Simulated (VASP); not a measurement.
# ThSeO: phonons from a supercell

How does the lattice of ThSeO vibrate? The start is a cell from a database of measured crystal structures.

Calculated with VASP 6.6.1; PBEsol; plane waves and PAW (Th, Se, O).

## (1) Starting point

The structure is tetragonal, space group P4/nmm (No. 129). Conventional cell: a = 4.038 Å, b = 4.038 Å, c = 7.030 Å, α = 90.00°, β = 90.00°, γ = 90.00°. Nearest to Th lie 4 O at 2.38 Å and 6 Se at 3.15 to 3.87 Å and 4 Th at 3.82 Å. Nearest to Se lie 6 Th at 3.15 to 3.87 Å. Nearest to O lie 4 Th at 2.38 Å. Farther neighbours and most contacts between anions are not listed.

Structure file:

```xyz
6
Lattice="4.0380 0.0000 0.0000 0.0000 4.0380 0.0000 0.0000 0.0000 7.0300" Properties=species:S:1:pos:R:3 pbc="T T T"
Th    0.0000    2.0190    1.2654
Th    2.0190    0.0000    5.7646
Se    0.0000    2.0190    4.4289
Se    2.0190    0.0000    2.6011
O     0.0000    0.0000    0.0000
O     2.0190    2.0190    0.0000
```

## (2) Relax the host

The cell keeps its measured volume, while shape and atoms relax.

INCAR reads:

```
SYSTEM = ThSeO
PREC = Accurate
ENCUT = 520
EDIFF = 1E-06
NELM = 120
ISMEAR = 0
SIGMA = 0.05
LREAL = .FALSE.
ALGO = Normal
GGA = PS
NBANDS = 30
LASPH = .TRUE.
LORBIT = 11
LWAVE = .FALSE.
LCHARG = .FALSE.
KPAR = 2
NCORE = 4
IBRION = 2
NSW = 40
ISIF = 4
EDIFFG = -0.02
POTIM = 0.4
```

POSCAR reads:

```
ThSeO
1.0
    4.0380000000      0.0000000000      0.0000000000
    0.0000000000      4.0380000000      0.0000000000
    0.0000000000      0.0000000000      7.0300000000
Th Se O
2 2 2
Direct
    0.0000000000      0.5000000000      0.1800000000
    0.5000000000      0.0000000000      0.8200000000
    0.0000000000      0.5000000000      0.6300000000
    0.5000000000      0.0000000000      0.3700000000
    0.0000000000      0.0000000000      0.0000000000
    0.5000000000      0.5000000000      0.0000000000
```

KPOINTS reads:

```
Automatic mesh
0
Gamma
5 5 3
0 0 0
```

Potentials, in the order of the species: Th, Se and O (PBE family, release 64).

The run is started by

```bash
mpirun -np 8 vasp_std
```

Log:

```text
[banner, memory and clock lines left out]
running    8 mpi-ranks, on    1 nodes
 distrk:  each k-point on    4 cores,    2 groups
 distr:  one band on    4 cores,    1 groups

 POSCAR found type information on POSCAR ThSeO
 POSCAR found :  3 types and       6 ions
|                                                                             |
|               ----> ADVICE to this user running VASP <----                  |
|                                                                             |
|     You enforced a specific xc type in the INCAR file but a different       |
|     [... a line on the potential file left out ...]
|     I HOPE YOU KNOW WHAT YOU ARE DOING!                                     |
|                                                                             |

 LDA part: xc-table for (Slater+PW92), standard interpolation
 POSCAR, INCAR and KPOINTS ok, starting setup
 FFT: planning ... GRIDC
 FFT: planning ... GRID_SOFT
 FFT: planning ... GRID
 WAVECAR not read
 entering main loop
       N       E                     dE             d eps       ncg     rms          rms(c)
DAV:   1     0.534694312799E+03    0.53469E+03   -0.20517E+04   720   0.151E+03
DAV:   2     0.328704004374E+02   -0.50182E+03   -0.49169E+03   976   0.368E+02
DAV:   3    -0.547917243367E+02   -0.87662E+02   -0.85431E+02  1160   0.148E+02
DAV:   4    -0.583593275682E+02   -0.35676E+01   -0.35554E+01  1056   0.332E+01
DAV:   5    -0.585792794931E+02   -0.21995E+00   -0.21983E+00  1240   0.660E+00    0.504E+01
DAV:   6    -0.519143740542E+02    0.66649E+01   -0.37516E+01   852   0.328E+01    0.412E+01
DAV:   7    -0.520705575453E+02   -0.15618E+00   -0.72297E+00   968   0.169E+01    0.270E+01
DAV:   8    -0.522902834839E+02   -0.21973E+00   -0.24498E+00   864   0.845E+00    0.102E+01
DAV:   9    -0.521011137997E+02    0.18917E+00   -0.20726E+00   872   0.753E+00    0.271E+00
DAV:  10    -0.520976079946E+02    0.35058E-02   -0.14376E-01   952   0.258E+00    0.197E+00
DAV:  11    -0.520901990289E+02    0.74090E-02   -0.27684E-02  1032   0.906E-01    0.968E-01
DAV:  12    -0.520881926959E+02    0.20063E-02   -0.18009E-02   992   0.706E-01    0.620E-01
DAV:  13    -0.520886171825E+02   -0.42449E-03   -0.52928E-03  1144   0.370E-01    0.505E-01
DAV:  14    -0.520882095488E+02    0.40763E-03   -0.16498E-03  1018   0.230E-01    0.200E-01
DAV:  15    -0.520882029181E+02    0.66308E-05   -0.14089E-04   984   0.664E-02    0.680E-02
DAV:  16    -0.520881768043E+02    0.26114E-04   -0.85996E-05  1070   0.458E-02    0.689E-02
DAV:  17    -0.520881755981E+02    0.12062E-05   -0.12382E-05  1032   0.183E-02    0.370E-02
DAV:  18    -0.520881727705E+02    0.28276E-05   -0.10995E-05   896   0.173E-02    0.113E-02
DAV:  19    -0.520881727657E+02    0.48267E-08   -0.23933E-06   720   0.865E-03
   1 F= -.52088173E+02 E0= -.52088173E+02  d E =-.520882E+02
 curvature:   0.00 expect dE= 0.000E+00 dE for cont linesearch  0.000E+00
 trial: gam= 0.00000 g(F)=  0.124E+00 g(S)=  0.212E-02 ort = 0.000E+00 (trialstep = 0.100E+01)
 search vector abs. value=  0.127E+00
 bond charge predicted
       N       E                     dE             d eps       ncg     rms          rms(c)
DAV:   1    -0.521285020848E+02   -0.40329E-01   -0.10133E+01   720   0.153E+01    0.163E+00
DAV:   2    -0.521632307047E+02   -0.34729E-01   -0.73074E-01   920   0.517E+00    0.110E+00
DAV:   3    -0.521627081981E+02    0.52251E-03   -0.61217E-02  1272   0.126E+00    0.791E-01
DAV:   4    -0.521626569855E+02    0.51213E-04   -0.34185E-03   968   0.326E-01    0.402E-01
DAV:   5    -0.521627334907E+02   -0.76505E-04   -0.13737E-03  1256   0.189E-01    0.662E-02
DAV:   6    -0.521627087376E+02    0.24753E-04   -0.21140E-04  1008   0.811E-02    0.337E-02
DAV:   7    -0.521627086830E+02    0.54587E-07   -0.29801E-05   952   0.298E-02    0.174E-02
DAV:   8    -0.521627088322E+02   -0.14917E-06   -0.11762E-06   576   0.881E-03
   2 F= -.52162709E+02 E0= -.52162709E+02  d E =-.745361E-01
[...]
3 F= -.52165134E+02 E0= -.52165134E+02  d E =-.769613E-01
[...]
4 F= -.52167996E+02 E0= -.52167996E+02  d E =-.286165E-02
 trial-energy change:   -0.002862  1 .order   -0.002866   -0.003479   -0.002254
 step:   2.9625(harm=  2.9625)  dis= 0.02170  next Energy=   -52.170075 (dE=-0.494E-02)
 bond charge predicted
       N       E                     dE             d eps       ncg     rms          rms(c)
DAV:   1    -0.521694933949E+02   -0.14975E-02   -0.66341E-01   728   0.409E+00    0.573E-01
DAV:   2    -0.521710632237E+02   -0.15698E-02   -0.38339E-02   832   0.126E+00    0.317E-01
DAV:   3    -0.521702641904E+02    0.79903E-03   -0.28654E-03   952   0.328E-01    0.142E-01
DAV:   4    -0.521701442265E+02    0.11996E-03   -0.65750E-04   936   0.146E-01    0.438E-02
DAV:   5    -0.521701435227E+02    0.70384E-06   -0.77330E-05  1050   0.512E-02    0.200E-02
DAV:   6    -0.521701429472E+02    0.57553E-06   -0.98258E-06   912   0.169E-02
   5 F= -.52170143E+02 E0= -.52170143E+02  d E =-.500885E-02
 curvature:  -1.52 expect dE=-0.996E-04 dE for cont linesearch -0.602E-05
 trial: gam=-0.02049 g(F)=  0.234E-04 g(S)=  0.422E-04 ort = 0.116E-03 (trialstep = 0.143E+01)
 search vector abs. value=  0.623E-04
 reached required accuracy - stopping structural energy minimisation
```

It took 52 s on 8 MPI ranks of Intel Xeon Platinum 8375C at 2.90GHz (Ice Lake), shared host; peak memory 1.3 GiB.

Lines that name or quote the potential files are left out of all logs, and their timing lines are given in words.

OUTCAR, selected parts (step 2):

```text
ion  position               nearest neighbor table
   1  0.000  0.500  0.180-   5 2.38   6 2.38   5 2.38   6 2.38   4 3.15   4 3.15   4 3.15   4 3.15
                             3 3.16
   2  0.500  0.000  0.820-   5 2.38   6 2.38   6 2.38   5 2.38   3 3.15   3 3.15   3 3.15   3 3.15
                             4 3.16
   3  0.000  0.500  0.630-   2 3.15   2 3.15   2 3.15   2 3.15   1 3.16
   4  0.500  0.000  0.370-   1 3.15   1 3.15   1 3.15   1 3.15   2 3.16
   5  0.000  0.000  0.000-   1 2.38   2 2.38   1 2.38   2 2.38
   6  0.500  0.500  0.000-   1 2.38   2 2.38   2 2.38   1 2.38

  LATTYP: Found a simple tetragonal cell.
 ALAT       =     4.0380000000
 C/A-ratio  =     1.7409608717

 Subroutine GETGRP returns: Found 16 space group operations
 (whereof  8 operations were pure point group operations)

The static configuration has the point symmetry D_2d.
 The point group associated with its full space group is D_4h.

 Found     12 irreducible k-points:

   k-points           NKPTS =     12   k-points in BZ     NKDIM =     12   number of bands    NBANDS=     30

   dimension x,y,z NGX =    30 NGY =   30 NGZ =   54
   dimension x,y,z NGXF=    60 NGYF=   60 NGZF=  108

   ENCUT  =  520.0 eV  38.22 Ry    6.18 a.u.   7.51  7.51 13.07*2*pi/ulx,y,z

   NELECT =      48.0000    total number of electrons

 k-points in reciprocal lattice and weights: Automatic mesh
   0.00000000  0.00000000  0.00000000       0.013
   0.20000000  0.00000000  0.00000000       0.053
   0.40000000  0.00000000  0.00000000       0.053
   0.20000000  0.20000000  0.00000000       0.053
   0.40000000  0.20000000  0.00000000       0.107
   0.40000000  0.40000000  0.00000000       0.053
   0.00000000  0.00000000  0.33333333       0.027
   0.20000000  0.00000000  0.33333333       0.107
   0.40000000  0.00000000  0.33333333       0.107
   0.20000000  0.20000000  0.33333333       0.107
   0.40000000  0.20000000  0.33333333       0.213
   0.40000000  0.40000000  0.33333333       0.107

 average (electrostatic) potential at core
       1 -58.3230       2 -58.3230       3 -50.7580       4 -50.7580       5 -69.2740
       6 -69.2740

 E-fermi :   6.5417

 k-point     1 :       0.0000    0.0000    0.0000
  band No.  band energies     occupation
    ...
     20       4.3177      2.00000
     21       4.3177      2.00000
     22       6.0303      2.00000
     23       6.3253      2.00000
     24       6.3253      2.00000
     25       7.0003      0.00000
     26       8.2095      0.00000
     27       8.7496      0.00000
     28       8.9544      0.00000
     29       9.1214      0.00000
    ...

 k-point     2 :       0.2000    0.0000    0.0000
  band No.  band energies     occupation
    ...
     20       3.9195      2.00000
     21       4.1832      2.00000
     22       5.0769      2.00000
     23       5.7034      2.00000
     24       5.8086      2.00000
     25       7.7757      0.00000
     26       8.5148      0.00000
     27       8.8115      0.00000
     28       8.9965      0.00000
     29       9.1437      0.00000
    ...

 k-point     3 :       0.4000    0.0000    0.0000
  band No.  band energies     occupation
    ...
     20       3.7326      2.00000
     21       4.1736      2.00000
     22       4.7368      2.00000
     23       4.7383      2.00000
     24       5.2018      2.00000
     25       8.4856      0.00000
     26       8.5593      0.00000
     27       9.1206      0.00000
     28       9.2656      0.00000
     29       9.2718      0.00000
    ...

  Total       -2.1240553     -2.1240553     -2.2232697      0.0000000      0.0000000      0.0000000
  in kB      -29.6885134    -29.6885134    -31.0752610      0.0000000      0.0000000      0.0000000
  external PRESSURE =     -30.1507626 kB  Pullay stress =       0.0000000 kB

  energy-cutoff  :      520.00
  volume of cell :      114.63
      direct lattice vectors                 reciprocal lattice vectors
     4.022750633  0.000000000  0.000000000     0.248586127  0.000000000  0.000000000
     0.000000000  4.022750633  0.000000000     0.000000000  0.248586127 -0.000000000
     0.000000000  0.000000000  7.083399404     0.000000000 -0.000000000  0.141175154

 POSITION                                       TOTAL-FORCE (eV/Angst)
 -----------------------------------------------------------------------------------
      0.00000      2.01138      1.32388         0.000000     -0.000000     -0.010530
      2.01138      0.00000      5.75952        -0.000000      0.000000      0.010530
      0.00000      2.01138      4.50782         0.000000      0.000000      0.013881
      2.01138      0.00000      2.57558         0.000000     -0.000000     -0.013881
      0.00000      0.00000      0.00000         0.000000     -0.000000      0.000000
      2.01138      2.01138      0.00000         0.000000      0.000000      0.000000
 -----------------------------------------------------------------------------------
    total drift:                                0.000000      0.000000     -0.000000

  FREE ENERGIE OF THE ION-ELECTRON SYSTEM (eV)
  ---------------------------------------------------
  free  energy   TOTEN  =       -52.1701429472 eV

  energy  without entropy=      -52.1701429472  energy(sigma->0) =      -52.17014295

 reached required accuracy - stopping structural energy minimisation

 total charge
# of ion       s       p       d       f       tot
--------------------------------------------------
    1        2.101   5.875   0.859   0.490   9.326
    2        2.101   5.875   0.859   0.490   9.326
    3        1.446   2.437   0.020   0.000   3.902
    4        1.446   2.437   0.020   0.000   3.902
    5        1.562   3.464   0.000   0.000   5.026
    6        1.562   3.464   0.000   0.000   5.026
--------------------------------------------------
tot         10.218  23.552   1.758   0.981  36.509

[... 3 further parts left out ...]
```

CONTCAR:

```
ThSeO
   1.00000000000000
     4.0227506329314329    0.0000000000000000    0.0000000000000000
     0.0000000000000000    4.0227506329314329    0.0000000000000000
     0.0000000000000000    0.0000000000000000    7.0833994035134129
  Th              Se              O
     2     2     2
Direct
     0.0000000000000000    0.5000000000000000    0.1868993966103613
     0.5000000000000000    0.0000000000000000    0.8131006033896386
     0.0000000000000000    0.5000000000000000    0.6363922804661264
     0.5000000000000000    0.0000000000000000    0.3636077195338736
     0.0000000000000000    0.0000000000000000    0.0000000000000000
     0.5000000000000000    0.5000000000000000    0.0000000000000000
```

The gap is read on the k-mesh alone, so it is an upper bound where the band edges lie off the mesh. The PAW data sets were made with PBE, which is usual practice but a small mismatch for other functionals. The run keeps the 16 symmetry operations of its start, so it cannot find a distortion of lower symmetry.

The steps of the relaxation:

| step | energy less that of the first step (eV) | largest force (eV/Å) | pressure (GPa) | volume (Å³) |
| --- | --- | --- | --- | --- |
| 1 | 0.0000 | 1.1678 | -1.98 | 114.63 |
| 2 | -0.0745 | 0.2324 | -3.12 | 114.63 |
| 3 | -0.0770 | 0.1776 | -3.34 | 114.63 |
| 4 | -0.0798 | 0.1183 | -3.23 | 114.63 |
| 5 | -0.0820 | 0.0139 | -3.02 | 114.63 |

```
conventional cell, symmetrised  before  after  change
                         a (Å)   4.038  4.023  -0.4 %
                         b (Å)   4.038  4.023  -0.4 %
                         c (Å)   7.030  7.083  +0.8 %
              volume (Å³/atom)   19.10  19.10  -0.0 %
```

The atoms that moved most (Å, as changes of fractional coordinates times the final cell):

| atom | dx | dy | dz | length |
| --- | --- | --- | --- | --- |
| Th1 | 0.000 | 0.000 | 0.049 | 0.049 |
| Th2 | 0.000 | 0.000 | -0.049 | 0.049 |
| Se3 | 0.000 | 0.000 | 0.045 | 0.045 |
| Se4 | 0.000 | 0.000 | -0.045 | 0.045 |

The relaxed structure:

```cif
data_structure
_symmetry_space_group_name_H-M 'P 1'
_symmetry_Int_Tables_number 1
_cell_length_a 4.0228
_cell_length_b 4.0228
_cell_length_c 7.0834
_cell_angle_alpha 90.000
_cell_angle_beta 90.000
_cell_angle_gamma 90.000
_cell_volume 114.63
loop_
_atom_site_label
_atom_site_type_symbol
_atom_site_fract_x
_atom_site_fract_y
_atom_site_fract_z
_atom_site_occupancy
Th1 Th 0.00000 0.50000 0.18690 1
Th2 Th 0.50000 0.00000 0.81310 1
Se3 Se 0.00000 0.50000 0.63639 1
Se4 Se 0.50000 0.00000 0.36361 1
O5 O 0.00000 0.00000 0.00000 1
O6 O 0.50000 0.50000 0.00000 1
```

A gap read on the k-mesh alone can miss the band edges.

Numbers from this step:

```
electronic cycles                               : 46
electrons                                       : 48
free energy (TOTEN)                             : -52.1701 eV
Fermi energy                                    : 6.542 eV
pressure                                        : -3.015 GPa
labelled metallic, from the levels on this mesh : no
gap on the k-mesh                               : 0.6750 eV
least direct gap on the k-mesh                  : 0.6750 eV
```

The run ended after 5 ionic steps, 0.082 eV below its first step, once the forces on the free atoms met EDIFFG = -0.02.

(Continued in part 2 of 4.)

[Lines on the potential files, build, host, timing and source positions are cut from VASP's logs without a mark.]

[Logs are printed without paths, hosts, clocks, repeated set-up lines and the standing remarks that a program may print on its own settings, such as how far it seeks lower states.]

[Hosts, paths, dates, database ids (printed as entryN), source tags and the programs' standing remarks are cut or masked in the printed files.]

[Runs that stopped without an error message from VASP are left out.]
